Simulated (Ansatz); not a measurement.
## CuO under changes of volume

One of the cells (10.729 Å³/atom); the others are scaled copies at fixed shape and fractional positions:

```
Cu O
1.0
     2.87950    0.00000    0.00000
     0.03907    2.87928    0.00000
     0.01750    0.01724    5.17634
Cu O
2 2
Direct
  0.00000 0.50000 0.00000
  0.50000 0.00000 0.50000
  0.99842 0.00167 0.74989
  0.00158 0.99833 0.25011
```

The cell comes from a database or a generator and needn't be the stable form of this composition.

```yaml
Program: Ansatz 0.2.0
Functional: PBE
Potentials_or_basis: Ansatz PAW
Cutoff: "420 eV (not typed: the program's choice for these potentials)"
k_mesh: 9 × 9 × 5
Occupations: fermi-dirac, width 0.05 eV
Spin: no spin polarisation
```

```tsv
volume (Å³/atom)	energy over the lowest point (meV/atom)	pressure (GPa)	largest force (eV/Å)
10.085	54.10	18.6	0.012
10.300	32.49	13.8	0.011
10.515	16.89	9.6	0.011
10.729	6.59	5.8	0.012
10.944	1.13	2.4	0.012
11.158	0.00	-0.6	0.013
11.373	?	?	?
```

Problem. What does the run at 11.373 Å³/atom give?

Solution. Energy over the lowest point 2.70 meV/atom; pressure -3.3 GPa; largest force 0.013 eV/Å.

Worked out: A Birch-Murnaghan fit of order 3 (a polynomial in V^(-2/3)) to the other rows has its minimum at 11.11 Å³/atom with B0 = V·E''(V) = 155 GPa and B' = 4.3 at fixed shape and positions, which overstates the stiffness. It gives 2.80 meV/atom at 11.373 Å³/atom, against the run's 2.70, and -dE/dV = -3.5 GPa, against -3.3.

Energies are extrapolated to zero smearing.

Caveats: the run has no spin polarisation, though such a crystal can be magnetic.
